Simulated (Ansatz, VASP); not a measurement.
Ga in VASP and in Ansatz

```xyz
1
Lattice="-1.3936 1.3936 2.3265 1.3936 -1.3936 2.3265 1.3936 1.3936 -2.3265" Properties=species:S:1:pos:R:3 pbc="T T T"
Ga    0.0000    0.0000    0.0000
```

This isn't the form of Ga at room conditions, which is orthorhombic.

Alike in both runs: task single point; functional LDA; k mesh 13 × 13 × 13; occupations fermi-dirac, width 0.05 eV; no spin polarisation.

|  | VASP | Ansatz |
| --- | --- | --- |
| version | VASP 6.6.1 | Ansatz 0.2.0 |
| potentials or method | VASP PAW LDA potentials, release 64 (Ga_d) | Ansatz PAW |
| plane-wave cutoff (eV) | 520 | 420 |
| valence electrons in the cell | 13 | 13 |

Ansatz gave:

```
gap on the k mesh at the Fermi level (eV)       : none
pressure (GPa)                                  : -3.4
largest component of the traceless stress (GPa) : 0.28
```

**Question.** Which values does VASP return?

**Answer.** gap on the k mesh at the Fermi level (eV): none; pressure (GPa): -3.4; largest component of the traceless stress (GPa): 0.26.

A gap of «none» marks a metal or a gap that the smearing closes.

Caveats: the PAW data sets come from PBE, with cores solved anew for the run's functional, which leaves a small shift of forces and pressure (Ansatz).
